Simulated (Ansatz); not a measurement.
# Yb: the cost of one run

Program: Ansatz 0.2.0. Level of theory: DFT PBE with spin–orbit coupling, plane waves, PAW (the target; the first runs use scalar-relativistic PBE). These are calculated values, not measurements.

## 1. The starting structure

The structure is cubic, space group Im-3m (No. 229). Conventional cell: a = 4.357 Å, b = 4.357 Å, c = 4.357 Å, α = 90.00°, β = 90.00°, γ = 90.00°. Around Yb (site symmetry m-3m) lie 8 Yb at 3.77 Å.

As a file:

```
Yb
1.0
    -2.17871    2.17871    2.17871
     2.17871   -2.17871    2.17871
     2.17871    2.17871   -2.17871
Yb
1
Direct
  0.00000 0.00000 0.00000
```

## 2. At the starting volume (PBE, 6×6×6 mesh)

Input file input.yaml:

```yaml
crystal:
  lattice:
    - [-2.1787081677, 2.1787081677, 2.1787081677]
    - [2.1787081677, -2.1787081677, 2.1787081677]
    - [2.1787081677, 2.1787081677, -2.1787081677]
  atoms:
    - { symbol: Yb, position: [0.0, 0.0, 0.0] }
basis:
  ecutwfc: 420
  ecutrho_ratio: 4
kpoints:
  mp_grid: { grid: [6, 6, 6] }
hamiltonian:
  xc: pbe
scf:
  occupations: { method: gaussian, width: 0.05 }
output:
  forces: true
  stress: true
  eigenvalues: true
```

What time and memory should one allow on 4 threads of an x86-64 CPU, shared host?

About 4 s, with a peak of 0.37 GiB.
